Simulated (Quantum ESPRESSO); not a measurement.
**PtS2 in Quantum ESPRESSO: the effect of functional**

PtS2:

```
CELL_PARAMETERS angstrom
3.54320 0.00000 0.00000
-1.77160 3.06850 0.00000
0.00000 0.00000 5.03880
ATOMIC_POSITIONS crystal
Pt 0.00000 0.00000 0.00000
S 0.66667 0.33333 0.77300
S 0.33333 0.66667 0.22700
```

Alike in all runs:

```yaml
Program: Quantum ESPRESSO 7.5
Task: phonons and Raman activities
Cutoff: 612 eV
Density_cutoff: 4898 eV
k_mesh: 4 × 4 × 2, shifted
Occupations: fermi-dirac, width 0.05 eV
Spin: no spin polarisation
```

Each run relaxes the cell or the atoms first.

| functional | potentials or basis | relaxed volume (Å³/atom) | highest phonon frequency (cm⁻¹) |
| --- | --- | --- | --- |
| LDA | GBRV 1.5 LDA | 16.72 | 338 |
| PBE | GBRV 1.5 PBE | ? | ? |
| PBEsol | GBRV 1.5 PBEsol | 17.36 | 330 |

Problem. What does the run with functional PBE give?

Solution. Relaxed volume 20.32 Å³/atom; highest phonon frequency 324 cm⁻¹.

Caveats: all runs use coarse meshes; the layers were relaxed without a dispersion term, so their spacing and the soft interlayer modes are unreliable; this functional lacks dispersion, which binds the layers, so the pressure and a relaxed spacing across them are unreliable (some runs).
